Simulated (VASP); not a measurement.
Input of a VASP 6.6.1 run:

INCAR

```
PREC = Accurate
ENCUT = 600
EDIFF = 1E-6
ISMEAR = 1
SIGMA = 0.1
LREAL = F
LASPH = T
NELM = 80
ALGO = Normal
ISIF = 3
LWAVE = F
LCHARG = F
GGA = CA
IBRION = 2
NSW = 90
EDIFFG = -0.01
KPAR = 2
```

Contents of KPOINTS:

```
regular mesh
0
Gamma
  18 18 8
```

POSCAR

```
Zn
1.0
    2.6700000000      0.0000000000      0.0000000000
   -1.3350000000      2.3122878281      0.0000000000
    0.0000000000      0.0000000000      4.9660000000
Zn
2
Direct
    0.3333333333      0.6666666667      0.2500000000
    0.6666666667      0.3333333333      0.7500000000
```

Potentials or basis: VASP PAW LDA potentials, release 64 (Zn).

Launch:

```console
$ cat potpaw_LDA.64/Zn/POTCAR > POTCAR
$ mpirun -np 2 vasp_std > vasp.out
```

(1) Estimate the space group after relaxing (to 0.05 Å).

(2) Estimate the relaxed cell.

(3) Estimate the relaxed volume.

Answers

(1) P6_3/mmc (No. 194).

(2) a = 2.561 Å, b = 2.561 Å, c = 4.833 Å, α = 90.00°, β = 90.00°, γ = 120.00°.

(3) 13.73 Å³/atom.

Caveat: the volume moved by -10 % from the deposited cell, more than functionals usually miss.
